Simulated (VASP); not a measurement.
A run of VASP 6.6.1 is set up as follows.

Contents of INCAR:

```
PREC = Accurate
ENCUT = 520
EDIFF = 1E-6
ISMEAR = 0
SIGMA = 0.05
LREAL = F
LASPH = T
NELM = 100
ALGO = Fast
ISIF = 2
LWAVE = F
LCHARG = F
GGA = PE
NBANDS = 10
```

File KPOINTS:

```
regular mesh
0
Gamma
  10 10 10
```

File POSCAR:

```
Cs
1.0
    0.0000000000      3.8112616062      3.8112616062
    3.8112616062      0.0000000000      3.8112616062
    3.8112616062      3.8112616062      0.0000000000
Cs
1
Direct
    0.0000000000      0.0000000000      0.0000000000
```

Potentials or basis: VASP PAW PBE potentials, release 64 (Cs_sv).

Run with:

```console
$ cat potpaw_PBE.64/Cs_sv/POTCAR > POTCAR
$ mpirun -np 1 vasp_std > vasp.out
```

Task: Estimate the pressure.

Result: 0.1 GPa.

Task: What does it give for the band gap on the k mesh?

Result: None (metal or under the smearing width).

Spin-orbit coupling is left out, which matters for the levels of Cs.
